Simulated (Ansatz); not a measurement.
Crystal: Nb.

```
CELL_PARAMETERS angstrom
-1.66395 1.66395 1.66395
1.66395 -1.66395 1.66395
1.66395 1.66395 -1.66395
ATOMIC_POSITIONS crystal
Nb 0.00000 0.00000 0.00000
```

| Item | Value |
| --- | --- |
| Program | Ansatz 0.2.0 |
| Task | single point |
| Functional | PBE |
| Potentials or basis | Ansatz PAW |
| Cutoff | 420 eV (not typed: the program's choice for these potentials) |
| k mesh | 11 × 11 × 11 |
| Occupations | fermi-dirac, width 0.05 eV |
| Spin | no spin polarisation |

On this cell: pressure -2.0 GPa; band gap on the k mesh none (metal or under the smearing width).

The same run follows on a disturbed copy (cell strained at random at fixed volume):

```
Nb
1.0
    -1.65481    1.66189    1.66310
     1.61189   -1.66978    1.62806
     1.70285    1.71781   -1.67098
Nb
1
Direct
  0.99711 0.99235 0.00528
```

**Question.** What changes?

**Answer.** The energy (extrapolated to zero smearing) moves by +3.4 meV/atom; pressure -2.1 GPa; band gap on the k mesh none (metal or under the smearing width).

Stress tensor (GPa, compression positive):
```
-1.70 -0.67  0.40
-0.67 -3.54  0.20
 0.40  0.20 -1.05
```
